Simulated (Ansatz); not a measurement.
# Si: the cost of one run

Computed with Ansatz 0.2.0 (DFT PBE, scalar-relativistic, plane waves, PAW, unless a step's input says otherwise).

**1. The starting structure**

It takes space group Fd-3m (No. 227, cubic). The conventional cell has a = 5.444 Å, b = 5.444 Å, c = 5.444 Å, α = 90.00°, β = 90.00°, γ = 90.00°. Si (site symmetry -43m) has 4 Si at 2.36 Å as nearest neighbours.

Coordinates:

```
CELL_PARAMETERS angstrom
0.00000 2.72185 2.72185
2.72185 0.00000 2.72185
2.72185 2.72185 0.00000
ATOMIC_POSITIONS crystal
Si 0.25000 0.25000 0.25000
Si 0.00000 0.00000 0.00000
```

This is candidate A: structure listed in a database for this formula (Fd-3m, No. 227).

(A quick probe on a coarse mesh, which set the mesh and smearing, is not shown.)

**3. Relaxing cell and atoms (candidate A)**

Input file input.yaml:

```yaml
crystal:
  lattice:
    - [0.0, 2.7218511865, 2.7218511865]
    - [2.7218511865, 0.0, 2.7218511865]
    - [2.7218511865, 2.7218511865, 0.0]
  atoms:
    - { symbol: Si, position: [0.25, 0.25, 0.25] }
    - { symbol: Si, position: [0.0, 0.0, 0.0] }
basis:
  ecutwfc: 420
kpoints:
  mp_grid: { grid: [8, 8, 8] }
hamiltonian:
  xc: pbe
scf:
  occupations: { method: gaussian, width: 0.02 }
output:
  forces: true
  stress: true
  eigenvalues: true
relax:
  adjacent_minimum: "off"
  f_tol: 0.01
  max_steps: 80
  cell: { stress_tol: 0.05 }
```

Q: Estimate wall time and peak memory on 1 thread of an x86-64 CPU, shared host.

About 3.6 s, with a peak of 0.35 GiB.
